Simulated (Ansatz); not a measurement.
## One crystal, many levels of theory: NaSrI3 (cubic perovskite) (Pm-3m)

Aim: the gap of NaSrI3 (cubic perovskite) (Pm-3m) at several levels of theory on one structure, with the time that each takes.

Main program and level: Ansatz 0.2.0; density functionals, hybrids and G0W0, plane waves, PAW.

The structure was built from a prototype and need not be the compound's stable phase.

### Step 1. Starting point

It takes space group Pm-3m (No. 221, cubic). The conventional cell has a = 6.304 Å, b = 6.304 Å, c = 6.304 Å, α = 90.00°, β = 90.00°, γ = 90.00°. Na has 12 I at 4.46 Å nearest. Nearest to Sr lie 6 I at 3.15 Å. Nearest to I lie 2 Sr at 3.15 Å. It derives from I3Na1Sr1. Farther neighbours and most contacts between anions are not listed.

The structure was relaxed with PBEsol. The structure type comes from a generator and need not be one that this composition takes. The runs that relaxed it are not among those shown. Spin-orbit coupling is left out unless a step names it. The default PAW set here is soft_2. Its files were made with PBE.

### Step 2. PBEsol on the 4×4×4 mesh

Levels along a band path and on the mesh show where this functional puts the band edges.

This step: DFT, PBEsol, plane waves, PAW.

The input, input.yaml:

```yaml
crystal:
  lattice:
    - [6.3036929043, 0.0, 0.0]
    - [0.0, 6.3036929043, 0.0]
    - [0.0, 0.0, 6.3036929043]
  atoms:
    - { symbol: Na, position: [0.0, 0.0, 0.0] }
    - { symbol: Sr, position: [0.5, 0.5, 0.5] }
    - { symbol: I, position: [0.5, 0.5, 0.0] }
    - { symbol: I, position: [0.5, 0.0, 0.5] }
    - { symbol: I, position: [0.0, 0.5, 0.5] }
kpoints:
  mp_grid: { grid: [4, 4, 4] }
  band_path:
    path:
      - [[0.0, 0.0, 0.0], [0.0, 0.5, 0.0], [0.5, 0.5, 0.0], [0.0, 0.0, 0.0], [0.5, 0.5, 0.5], [0.0, 0.5, 0.0]]
      - [[0.5, 0.5, 0.5], [0.5, 0.5, 0.0]]
    npoints: 10
hamiltonian:
  xc: pbesol
scf:
  occupations: { method: fermi_dirac, width: 0.02 }
  n_extra_bands: 5
output:
  eigenvalues: true
  forces: true
  stress: true
  write_density: true
  write_potential: true
  elf: true
  volumetric_format: npy
```

Launch:

```sh
ansatz run input.yaml --threads 4 --pin off --max-ram 17510MiB --backend cpu --events-out ev --progress --plain --runs-dir out
```

Numbers of over 12 decimals in the logs are rounded to 6 here.

Output:

```text
scf.n_extra_bands = 5 over 35 filled bands (N_el = 70.0): the run solves 40 bands
Engine: ansatz 0.2.0, aarch64-unknown-linux-gnu
Pseudopotentials: kind: paw
Pseudopotential: Na, paw, valence charge 9, recommended cutoff 420 eV (normal), Na.paw.azcp
Pseudopotential: Sr, paw, valence charge 10, recommended cutoff 420 eV (normal), Sr.paw.azcp
Pseudopotential: I, paw, valence charge 17, recommended cutoff 420 eV (normal), I.paw.azcp
Functional definition: PBEsol
  exchange = pbesol_x
  correlation = pbesol_c
Crystal: 5 atoms, lattice volume = 250.487 Å³
Basis set: ecut = 420 eV, 4945 PW (Γ), exchange–correlation on 90×90×90 points (8 copies of the dense FFT grid, shifted against one another)
Bands: 40, of which v1, the nominal top of the filled ones, is band 35 counted from 1 (34 counted from 0)
Symmetry: 48 space group operations
Space group: Pm-3m (ITA 221), of the structure as read, at distance tolerance 6.3e-5 Å
k-points: 10 of 64
Non-local potential: Na, projectors of the file, l = 0: 3, l = 1: 2, l = 2: 1
Non-local potential: Sr, projectors of the file, l = 0: 3, l = 1: 2, l = 2: 2
Non-local potential: I, projectors of the file, l = 0: 2, l = 1: 2, l = 2: 2, l = 3: 2
PAW form: soft (Blöchl's): semilocal exchange-correlation on the pseudo side does not see the compensation charge
PAW frozen core: Na, regenerated for the run's functional, and the local potential with it (the file was generated under x = pbe(κ = 0.804, μ = 0.219515), c = pbe(β = 0.066725))
PAW frozen core: Sr, regenerated for the run's functional, and the local potential with it (the file was generated under x = pbe(κ = 0.804, μ = 0.219515), c = pbe(β = 0.066725))
PAW frozen core: I, regenerated for the run's functional, and the local potential with it (the file was generated under x = pbe(κ = 0.804, μ = 0.219515), c = pbe(β = 0.066725))
PAW one-centre angular grid: Na, 110 points (default); XC on 64 Gauss nodes
PAW one-centre angular grid: Sr, 110 points (default); XC on 64 Gauss nodes
PAW one-centre angular grid: I, 590 points (default); XC on 64 Gauss nodes
Initial density: superposition of atomic densities (neutral atoms: chi_scale 0, normalization atom), corrected by the library's trained network
Initial wavefunctions: pseudopotential atomic-orbital guess
Functional: x = pbesol(κ = 0.804, μ = 0.123457), c = pbesol(β = 0.046)
SCF iter   1: F=—  HF=-27271.401462 eV  |F-HF|=—  |Δ(HF+E_count)|=         —  Δρ=1.46e-3  dr2=4.81e-3  ethr=1.77e-3  ⟨swp⟩=12.2  Hψ=2085  notcnv=0
preconditioner: auto → Resta (q_TF=auto, 2.206 Å⁻¹)  ε∞=2.9  [insulator: Δε(μ)=2.458 eV  Ē_g=8.235 eV  σ=0.020 eV  W_gap=1.00  n_scr=32 (ndim 8)  ℏωp=11.5 eV  f_vac=0.279  D(μ)=0.00/eV (n_scr^D=0)  ε∞_Penn≈2.9]
SCF iter   2: F=—  HF=-27271.402512 eV  |F-HF|=—  |Δ(HF+E_count)|=   1.05e-3  Δρ=9.52e-4  dr2=2.17e-3  ethr=6.87e-6  ⟨swp⟩=3.1  Hψ=980  notcnv=0  defer=10
SCF iter   3: F=—  HF=-27271.403651 eV  |F-HF|=—  |Δ(HF+E_count)|=   1.14e-3  Δρ=4.45e-4  dr2=4.90e-4  ethr=3.10e-6  ⟨swp⟩=3.0  Hψ=821  notcnv=0  defer=10
SCF iter   4: F=—  HF=-27271.403289 eV  |F-HF|=—  |Δ(HF+E_count)|=   3.63e-4  Δρ=1.45e-4  dr2=5.51e-5  ethr=7.00e-7  ⟨swp⟩=2.0  Hψ=730  notcnv=0  defer=10
SCF iter   5: F=—  HF=-27271.403248 eV  |F-HF|=—  |Δ(HF+E_count)|=   4.06e-5  Δρ=3.07e-5  dr2=4.72e-6  ethr=7.88e-8  ⟨swp⟩=2.0  Hψ=731  notcnv=0  defer=10
SCF iter   6: F=—  HF=-27271.403253 eV  |F-HF|=—  |Δ(HF+E_count)|=   5.46e-6  Δρ=2.00e-5  dr2=1.63e-6  ethr=6.75e-9  ⟨swp⟩=2.0  Hψ=740  notcnv=0  defer=10
SCF iter   7: F=-27271.403254 eV  HF=-27271.403254 eV  |F-HF|=1.52e-8  |Δ(HF+E_count)|=   1.49e-7  Δρ=2.83e-6  dr2=4.79e-8  ethr=1.43e-10  ⟨swp⟩=15.1  Hψ=3575  notcnv=0
SCF 1 converged in 7 iterations: F = -27271.403254 eV  dr2 = 4.79e-8
[...]
NSCF: frozen V_eff on 62 k-points
SCF converged after 7 iterations
Free energy (F): -27271.403254 eV
Harris-Foulkes:  -27271.403254 eV  (|F-HF|=1.52e-8)
Internal energy: -27271.403254 eV  (E = F + TS)
E sigma→0 (E₀):  -27271.403254 eV
Fermi energy:    3.313480 eV
--- Per-component energies (eV) ---
  E_band       = -1649.131168
  E_kinetic    = 933.264830
  E_local      = -9539.320130  (includes V_loc(G=0)·N_el)
  E_nonlocal   = 54.251145
  E_hartree    = 4417.048949
  E_xc         = -590.632836
  E_vxc        = -595.226600  (∫ρ·V_xc dr)
  E_paw        = -17110.151229  (= ΣΔE_a)
  E_vpaw       = -1336.201926  (= ΣTr[D̂ρ^β])
  E_aug_tail   = 0.000012  (compensation charges beyond the density's cutoff)
  E_ewald      = -5437.289462
  E_core_change = 1.425467  (= ΣΔE_core)
  E_smearing   = -0.000000  (= −TS)
  E_closure    = -0.000000  (closes the sum)
  Σ components = -27271.403254   (vs F -27271.403254, Δ=0.00e0)
--- Forces (eV/Å), atoms counted from 1 ---
  atom   1  Na    -0.00000000     0.00000000    -0.00000000
  atom   2  Sr     0.00000000    -0.00000000     0.00000000
  atom   3  I      0.00000000    -0.00000000    -0.00000000
  atom   4  I      0.00000000    -0.00000000     0.00000000
  atom   5  I      0.00000000     0.00000000     0.00000000
  max |Σ_I F_I| component: 9.91e-29 eV/Å
--- Stress (GPa, compression-positive) ---
       -0.039966       0.000000       0.000000
       -0.000000      -0.039966      -0.000000
       -0.000000      -0.000000      -0.039966
  P = ⅓ Tr σ = -0.0400 GPa (-0.400 kbar)
--- Band table (eV; the first three rows and the last of 10) ---
  k-point 0: bands = [... 31 lower, 1.5135, 1.7973, 1.7973, 1.7973, 4.5055, 6.1375, 6.1375, 6.1375, ... 1 higher]
  k-point 1: bands = [... 31 lower, 1.3703, 1.4513, 1.7310, 1.7310, 4.9734, 6.1863, 6.6667, 6.6667, ... 1 higher]
  k-point 2: bands = [... 31 lower, 1.1409, 1.3920, 1.7093, 1.7093, 5.6915, 6.2389, 6.4818, 7.3385, ... 1 higher]
  k-point 9: bands = [... 31 lower, 0.6713, 2.0753, 2.0753, 2.0753, 4.9515, 7.8078, 7.8078, 7.8078, ... 1 higher]
```

Run time: 6.1 s. Hardware: 4 threads of Arm Neoverse V1, shared host; peak memory 0.7 GiB; 23 s of CPU time.

The column dr2 measures how far the density is from self-consistency, as an energy; F and HF (Harris–Foulkes) agree once it is small.

This step gave:

```yaml
pressure: -0.03997 GPa
filled_bands: 35
gap: 2.430 eV
valence_top_at: R
conduction_bottom_at: Γ
least_direct_gap: 2.708 eV
```

Over mesh and path the gap is 2.430 eV, from k = (0.500, 0.500, 0.500) to k = Γ. The least direct gap found is 2.708 eV, at k = Γ.

### Step 3. PBEsol+SOC on the 4×4×4 mesh

This run has two-component orbitals with spin-orbit coupling.

This step: DFT, PBEsol with spin-orbit coupling, plane waves, PAW.

input.yaml, the sections that differ from step 2:

```yaml
kpoints:
  mp_grid: { grid: [4, 4, 4] }
  band_path:
    path: [[0.0, 0.0, 0.0], [0.0, 0.5, 0.0], [0.5, 0.5, 0.0], [0.5, 0.5, 0.5]]
    npoints: 1
scf:
  occupations: { method: fixed }
  n_extra_bands: 10
magnetization:
  noncollinear: true
  spin_orbit: true
output:
  eigenvalues: true
  forces: true
  stress: true
# crystal, hamiltonian: as in step 2
```

Output:

```text
[...]
non-collinear run that drives no moment, with spin-orbit: no starting moment large enough to seed its density (crystal.atoms[].spin), no starting occupations that ask for one, no magnetisation constraint and no magnetic field, so the semilocal B_xc is pinned to zero
Crystal: 5 atoms, lattice volume = 250.487 Å³
Basis set: ecut = 420 eV, 4945 PW (Γ), exchange–correlation on 90×90×90 points (8 copies of the dense FFT grid, shifted against one another)
Bands: 80, of which v1, the nominal top of the filled ones, is band 70 counted from 1 (69 counted from 0)
Symmetry: 48 space group operations + 48 with time reversal
[...]
k-points: 10 of 64
Projection manifold: j_resolved (fully-relativistic pseudo-atomic orbitals)
[...]
site 3: m = (+0.0000, +0.0000, +0.0000) μB, |m| = 0.0000 μB  (R = 1.30 Å)
  site 4: m = (+0.0000, +0.0000, +0.0000) μB, |m| = 0.0000 μB  (R = 1.30 Å)
Free energy (F): -27280.925111 eV
[...]
Internal energy: -27280.925111 eV  (E = F + TS)
E sigma→0 (E₀):  -27280.925111 eV
Fermi energy:    2.282219 eV
[...]
--- Stress (GPa, compression-positive) ---
       -0.032604      -0.000000       0.000000
       -0.000000      -0.032604       0.000000
        0.000000       0.000000      -0.032604
  P = ⅓ Tr σ = -0.0326 GPa (-0.326 kbar)
--- Band table (eV; the first three rows and the last of 10) ---
  k-point 0: bands = [... 66 lower, 2.1250, 2.1250, 2.1250, 2.1250, 4.5009, 4.5009, 6.1279, 6.1279, ... 6 higher]
  k-point 1: bands = [... 66 lower, 1.7384, 1.7384, 2.0594, 2.0594, 4.9722, 4.9722, 6.1830, 6.1830, ... 6 higher]
  k-point 2: bands = [... 66 lower, 1.5784, 1.5784, 2.0327, 2.0327, 5.6924, 5.6924, 6.2357, 6.2357, ... 6 higher]
  k-point 9: bands = [... 66 lower, 2.2822, 2.2822, 2.2822, 2.2822, 4.9464, 4.9464, 7.7612, 7.7612, ... 6 higher]
[key lines of the parts left out:]
SCF converged after 9 iterations
Magnetization: |M| = 0.0000 μB,  M = (+0.0000, +0.0000, +0.0000) μB
```

Elapsed: 22 s, on 4 threads; peak memory 1.4 GiB.

This step gave:

```yaml
pressure: -0.03260 GPa
gap: 2.219 eV
valence_top_at: R
conduction_bottom_at: Γ
least_direct_gap: 2.376 eV
```

Over mesh and listed points the gap is 2.219 eV, from k = (0.500, 0.500, 0.500) to k = Γ. The least direct gap found is 2.376 eV, at k = Γ. PBEsol+SOC against PBEsol: 2.219 − 2.430 = −0.211 eV, with the same mesh, set of files (read in its fully relativistic form for the spin-orbit run) and cutoff, and both edges at the same k points. The spin-orbit run sees mesh and listed points alone, so its gap is an upper bound: the coupling can move an edge off these points, and the change over the zone, its sign included where it is small, is not known.

### Step 4. r2SCAN on the 4×4×4 mesh

r2SCAN is a meta-GGA: it depends on the kinetic-energy density as well as on the density and its gradient.

This step: DFT, r2SCAN, plane waves, PAW.

Changes to input.yaml since step 3:

```diff
@@ -17,9 +17,6 @@
 hamiltonian:
-  xc: pbesol
+  xc: r2scan
 scf:
   occupations: { method: fixed }
-  n_extra_bands: 10
-magnetization:
-  noncollinear: true
-  spin_orbit: true
+  n_extra_bands: 5
 output:
@@ -28 +25,5 @@
   stress: true
+  write_density: true
+  write_potential: true
+  elf: true
+  volumetric_format: npy
```

Output:

```text
[...]
Crystal: 5 atoms, lattice volume = 250.487 Å³
Basis set: ecut = 500 eV, 6403 PW (Γ), exchange–correlation on 192×192×192 points (64 copies of the dense FFT grid, shifted against one another)
Bands: 40, of which v1, the nominal top of the filled ones, is band 35 counted from 1 (34 counted from 0)
Symmetry: 48 space group operations
[...]
k-points: 10 of 64
[...]
k-point 0: bands = [... 31 lower, 1.2832, 1.5672, 1.5672, 1.5672, 4.9401, 6.5230, 6.5230, 6.5230, ... 1 higher]
  k-point 1: bands = [... 31 lower, 1.1481, 1.2230, 1.5019, 1.5019, 5.4006, 6.5763, 7.0579, 7.0579, ... 1 higher]
  k-point 2: bands = [... 31 lower, 0.9275, 1.1654, 1.4789, 1.4789, 6.1553, 6.6339, 6.8852, 7.7418, ... 1 higher]
  k-point 9: bands = [... 31 lower, 0.4536, 1.8546, 1.8546, 1.8546, 5.3646, 8.3295, 8.3295, 8.3295, ... 1 higher]
[key lines of the parts left out:]
SCF converged after 7 iterations
Free energy (F): -27635.415162 eV
Fermi energy:    1.854589 eV
P = ⅓ Tr σ = 0.6999 GPa (6.999 kbar)
```

Wall time 6.3 s (4 threads); peak memory 1.1 GiB; 24 s of CPU time.

This step gave:

- pressure: 0.6999 GPa
- gap: 3.085 eV
- valence top at: R
- conduction bottom at: Γ
- least direct gap: 3.373 eV

Over mesh and listed points the gap is 3.085 eV, from k = (0.500, 0.500, 0.500) to k = Γ. The least direct gap found is 3.373 eV, at k = Γ. r2SCAN against PBEsol: 3.085 − 2.430 = +0.655 eV. The runs also differ in plane-wave cutoff (420 eV and 500 eV), so how much of this comes from the functional alone is not known.

### Step 5. HSE06 on the 2×2×2 mesh

HSE06 mixes in a quarter of exact exchange at short range.

This step: DFT, HSE06, plane waves, PAW.

Changes to input.yaml since step 4:

```diff
@@ -12,3 +12,3 @@
 kpoints:
-  mp_grid: { grid: [4, 4, 4] }
+  mp_grid: { grid: [2, 2, 2] }
   band_path:
@@ -17,3 +17,3 @@
 hamiltonian:
-  xc: r2scan
+  xc: hse06
 scf:
@@ -23,4 +23,2 @@
   eigenvalues: true
-  forces: true
-  stress: true
   write_density: true
```

Output:

```text
[...]
davidson cushion auto → on  (no smearing: the cushion is to keep the highest requested band from converging to the state above it; pin scf.eigensolver.cushion to override)
Crystal: 5 atoms, lattice volume = 250.487 Å³
Basis set: ecut = 420 eV, 4945 PW (Γ)
Bands: 40, of which v1, the nominal top of the filled ones, is band 35 counted from 1 (34 counted from 0)
Symmetry: 48 space group operations
[...]
k-points: 4 of 8
[...]
E sigma→0 (E₀):  -27593.133497 eV
Fermi energy:    1.510730 eV
[...]
--- Band table (eV) ---
  k-point 0: bands = [... 31 lower, 0.9053, 1.2049, 1.2049, 1.2049, 4.8434, 6.6583, 6.6583, 6.6583, ... 1 higher]
  k-point 1: bands = [... 31 lower, 0.5348, 0.7865, 1.1104, 1.1104, 6.0201, 6.7789, 6.8979, 7.8945, ... 1 higher]
  k-point 2: bands = [... 31 lower, 0.5556, 0.5622, 0.5622, 1.5034, 6.0668, 7.7951, 7.9747, 7.9747, ... 1 higher]
  k-point 3: bands = [... 31 lower, 0.0352, 1.5107, 1.5107, 1.5107, 5.2564, 8.3182, 8.3182, 8.3182, ... 1 higher]
[key lines of the parts left out:]
Free energy (F): -27593.133497 eV
```

Wall time 27 s (4 threads); peak memory 1.7 GiB; 97 s of CPU time.

This step gave:

* gap: 3.333 eV
* valence top at: R
* conduction bottom at: Γ
* least direct gap: 3.638 eV
* exact-exchange fraction: 0.25

Over mesh and listed points the gap is 3.333 eV, from k = (0.500, 0.500, 0.500) to k = Γ. The least direct gap found is 3.638 eV, at k = Γ. HSE06 against PBEsol: 3.333 − 2.430 = +0.903 eV. The runs also differ in mesh (4×4×4 and 2×2×2), so how much of this comes from the functional alone is not known.

### Step 6. PBE0 on the 2×2×2 mesh

PBE0 mixes in a quarter of exact exchange at all distances.

This step: DFT, PBE0, plane waves, PAW.

Changes to input.yaml since step 5:

```diff
@@ -17,3 +17,3 @@
 hamiltonian:
-  xc: hse06
+  xc: pbe0
 scf:
```

Output:

```text
[...]
Crystal: 5 atoms, lattice volume = 250.487 Å³
Basis set: ecut = 420 eV, 4945 PW (Γ)
Bands: 40, of which v1, the nominal top of the filled ones, is band 35 counted from 1 (34 counted from 0)
Symmetry: 48 space group operations
[...]
k-points: 4 of 8
[...]
SCF iter   1: F=—  HF=-27575.834993 eV  |F-HF|=—  |Δ(HF+E_count)|=         —  Δρ=6.53e-4  dr2=2.05e-3  ethr=1.77e-3  ⟨swp⟩=12.8  Hψ=699  notcnv=0
[...]
E sigma→0 (E₀):  -27590.425549 eV
Fermi energy:    1.139667 eV
[...]
--- Band table (eV) ---
  k-point 0: bands = [... 31 lower, 0.5218, 0.8306, 0.8306, 0.8306, 5.1654, 7.0048, 7.0048, 7.0048, ... 1 higher]
  k-point 1: bands = [... 31 lower, 0.1423, 0.4001, 0.7336, 0.7336, 6.3648, 7.1279, 7.2284, 8.2531, ... 1 higher]
  k-point 2: bands = [... 31 lower, 0.1636, 0.1702, 0.1702, 1.1324, 6.4117, 8.1338, 8.3165, 8.3165, ... 1 higher]
  k-point 3: bands = [... 31 lower, -0.3487, 1.1397, 1.1397, 1.1397, 5.5875, 8.6557, 8.6557, 8.6557, ... 1 higher]
[key lines of the parts left out:]
Free energy (F): -27590.425549 eV
```

Elapsed: 26 s, on 4 threads; peak memory 1.7 GiB.

This step gave:

| Quantity | Value |
| --- | --- |
| gap | 4.026 eV |
| valence top at | R |
| conduction bottom at | Γ |
| least direct gap | 4.335 eV |
| exact-exchange fraction | 0.25 |

Over mesh and listed points the gap is 4.026 eV, from k = (0.500, 0.500, 0.500) to k = Γ. The least direct gap found is 4.335 eV, at k = Γ. PBE0 against HSE06: 4.026 − 3.333 = +0.693 eV, with the same mesh, files and cutoff, and both edges at the same k points.

### Step 7. G0W0@PBEsol, 2×2×2 mesh, 747 empty bands, screening to 120 eV

G0W0 replaces the xc potential by a self-energy built once from the orbitals of the start. Levels are corrected in the window of bands that the input names, at points of the mesh.

This step: G0W0 on PBEsol, plane waves, PAW.

The input, input.yaml:

```yaml
crystal:
  lattice:
    - [6.3036929043, 0.0, 0.0]
    - [0.0, 6.3036929043, 0.0]
    - [0.0, 0.0, 6.3036929043]
  atoms:
    - { symbol: Na, position: [0.0, 0.0, 0.0] }
    - { symbol: Sr, position: [0.5, 0.5, 0.5] }
    - { symbol: I, position: [0.5, 0.5, 0.0] }
    - { symbol: I, position: [0.5, 0.0, 0.5] }
    - { symbol: I, position: [0.0, 0.5, 0.5] }
kpoints:
  mp_grid: { grid: [2, 2, 2] }
hamiltonian:
  xc: pbesol
scf:
  occupations: { method: fixed }
gw:
  n_empty_bands: 747
  ecut_chi: 120.0
  qp_bands: [v2, c2]
  qp_kpoints: band_edges
  screening: { model: contour_deformation }
```

Output:

```text
[...]
Crystal: 5 atoms, lattice volume = 250.487 Å³
Basis set: ecut = 420 eV, 4945 PW (Γ)
Bands: 42, of which v1, the nominal top of the filled ones, is band 35 counted from 1 (34 counted from 0)
Symmetry: 48 space group operations
[...]
k-points: 4 of 8
[...]
1    37      6.2200    -5.1749    -3.7845    -9.7880  0.8011     7.0612     7.0486  root
[...]
3    34      2.0896   -17.4246     1.6592   -14.4633  0.7715     0.7477     0.7874  root
     3    35      2.0896   -17.4246     1.6592   -14.4633  0.7715     0.7477     0.7874  root
     3    36      4.9579    -2.0606    -2.7224    -5.2712  0.8290     5.4504     5.4460  root
     3    37      7.8083    -4.1229    -3.4038    -8.1085  0.8081     8.3966     8.3901  root
[key lines of the parts left out:]
SCF converged after 7 iterations
Free energy (F): -27271.291187 eV
Fermi energy:    2.089575 eV
```

Wall time 2 min (4 threads); peak memory 4.4 GiB.

Numbers from this step:

* bands summed: 782
* RPA ε∞ on this mesh (eigenvalues): 3.255, 3.255, 3.255
* plane waves in the screening matrix: 739
* G0W0 gap over the corrected points: 4.169 eV
* k of the valence top: -0.5, -0.5, -0.5
* k of the conduction bottom: 0, 0, 0
* starting gap on the mesh: 2.423 eV
* Z at the valence top: 0.7715
* Z at the conduction bottom: 0.8310
* least direct G0W0 gap over the corrected points: 4.468 eV

Over all 4 irreducible mesh points the G0W0 gap is 4.169 eV, from k = (-0.500, -0.500, -0.500) to k = Γ. The PBEsol gap of this run on the mesh is 2.423 eV. The two states that bound the G0W0 gap lie that far apart at the start, so the correction of the gap is 4.169 − 2.423 = +1.746 eV.

[end of part 1 of 2]

[Paths, hosts, dates, memory and timing lines, banners, echoed tables and standing remarks are left out of the program output.]

[Logs are printed without paths, hosts, clocks, repeated set-up lines and the standing remarks that a program may print on its own settings, such as how far it seeks lower states.]

[Runs of the session that timed out or met a known fault of the program may be left out.]

[Cells called generated may have been cut or substituted from an entry of the Crystallography Open Database or the Materials Project.]

[Hosts, paths, dates, database ids (printed as entryN), source tags and the programs' standing remarks are cut or masked in the printed files.]

[Where an RPA ε∞ is given, it is that of the G0W0 mesh and is not shown converged in it. Names of k-points follow the symmetry that the program found, which can be lower than the space group named. Band edges on a path are those of the sampled points; other points can move an edge, and change direct to indirect where valleys lie close.]

[Hybrid gaps are those of their k-mesh and are not shown converged in it.]
